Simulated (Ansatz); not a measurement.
## Pd: equation of state with rPW86-PBE

Crystal: Pd.

```
Pd
1.0
     0.00000    1.94650    1.94650
     1.94650    0.00000    1.94650
     1.94650    1.94650    0.00000
Pd
1
Direct
  0.00000 0.00000 0.00000
```

* Program: Ansatz 0.2.0
* Task: equation of state
* Functional: rPW86-PBE
* Potentials or basis: Ansatz PAW
* Cutoff: 420 eV
* Density cutoff: 1680 eV
* k mesh: 12 × 12 × 12
* Occupations: fermi-dirac, width 0.05 eV
* Spin: no spin polarisation

* Equilibrium volume: 16.26 Å³/atom (rough: see the caveat)
* Bulk modulus: 143 GPa (rough)

Energy against volume, from the lowest point:
| volume (Å³/atom) | energy (meV/atom) |
| --- | --- |
| 13.865 | 208.83 |
| 14.160 | 150.48 |
| 14.455 | 102.99 |
| 14.750 | 65.21 |
| 15.045 | 36.07 |
| 15.340 | 14.62 |
| 15.635 | 0.00 |

All runs of the series together: 8.6 s on 2 threads of Arm Neoverse N1 (shared host).

Caveat: the potentials were made for another functional, which shifts forces and pressure; the minimum lies outside the volumes run.
